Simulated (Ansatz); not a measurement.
This script makes an equation of state with a fit of IrO₂, space group P4_2/mnm with Ansatz's Python interface.

Script `eos_iro2.py`:
```python
"""Bulk modulus of IrO2 from an E(V) curve."""

import warnings

import ansatz as az
import numpy as np
from pymatgen.analysis.eos import EOS

vectors0 = np.array([
    [4.5051, 0.0, 0.0],
    [0.0, 4.5051, 0.0],
    [0.0, 0.0, 3.1586],
])
sites = [
    ("Ir", [0.0, 0.0, 0.0]),
    ("Ir", [0.5, 0.5, 0.5]),
    ("O", [0.3077, 0.3077, 0.0]),
    ("O", [0.1923, 0.8077, 0.5]),
    ("O", [0.6923, 0.6923, 0.0]),
    ("O", [0.8077, 0.1923, 0.5]),
]


def build(cell):
    crystal = az.Crystal(lattice=az.Lattice.of(cell))
    for symbol, position in sites:
        crystal = crystal.atom(symbol, position)
    return crystal

warnings.simplefilter("ignore", az.DeckWarning)

# scale the volume, keep shape and fractions
volumes, energies, pressures = [], [], []
for scale in np.linspace(0.92, 1.08, 7):
    cell = vectors0 * scale ** (1 / 3)
    base = (
        build(cell).calculation()
        .basis(38 * az.Ry)
        .occupations("cold", width=0.1)
        .functional("pbe")
        .pseudopotentials("paw")
        .kpoints(5, 5, 7)  # sampling of the Brillouin zone
        .stress()
    )
    data = base.run(threads=1, backend="cpu").report
    volumes.append(abs(np.linalg.det(cell)) / len(sites))
    energies.append(data["free_energy_ev"] / len(sites))
    pressures.append(np.trace(data["stress_gpa"]) / 3)
    print(f"V = {volumes[-1]:8.4f} A^3/atom  F = {energies[-1]:.5f} eV/atom  P = {pressures[-1]:8.3f} GPa")

for form in ["birch_murnaghan", "pourier_tarantola", "murnaghan"]:
    fit = EOS(eos_name=form).fit(volumes, energies)
    print(f"{form:18s} V0 {fit.v0:8.4f} A^3/atom  B0 {fit.b0_GPa:7.1f} GPa  B1 {fit.b1:5.2f}")
```

From its runs, with one value withheld:

| V (Å³/atom) | F less the lowest row shown (meV/atom) |
| --- | --- |
| 9.830 | 104.20 |
| 10.115 | 51.82 |
| 10.400 | 18.75 |
| 10.684 | 2.25 |
| 10.969 | 0.00 |
| 11.254 | ? |
| 11.539 | 30.41 |

What is the missing energy at 11.254 Å³ an atom?

A third-order Birch-Murnaghan fit, E = E0 + (9 V0 B0 / 16) [(t - 1)³ B' + (t - 1)² (6 - 4t)] with t = (V0/V)^(2/3), through the 6 rows shown gives V0 = 10.875 Å³, B0 = 275.3 GPa, B' = 4.80 and E0 = -0.70 meV. At V = 11.254 Å³, t = 0.97739, and the fit interpolates to 9.95 meV. The run gave 9.97 meV, a miss of 0.01 meV.

Caveats:
- No spin polarisation was allowed.
- Shape and fractional positions are held along the curve, so the bulk modulus is an upper value where they are free to relax.
- For a metal this k-point mesh is coarse: on a finer one energies can move by several to tens of meV an atom and pressures by half a GPa or more, differences at one mesh by less.
- Pressure is positive in compression.
- Spin-orbit coupling, which matters for elements this heavy, is left out.
- At these settings the cell as given stands under about 5 GPa, so it isn't at this functional's equilibrium volume.
- The starting cell is as deposited in a crystallographic database; the results hold for this polymorph, which needn't be the stable one.
- By the engine's processor time: 15 s on 1 thread of Intel(R) Xeon(R) Processor @ 2.30GHz, with other jobs on the host, peak memory 0.64 GiB.
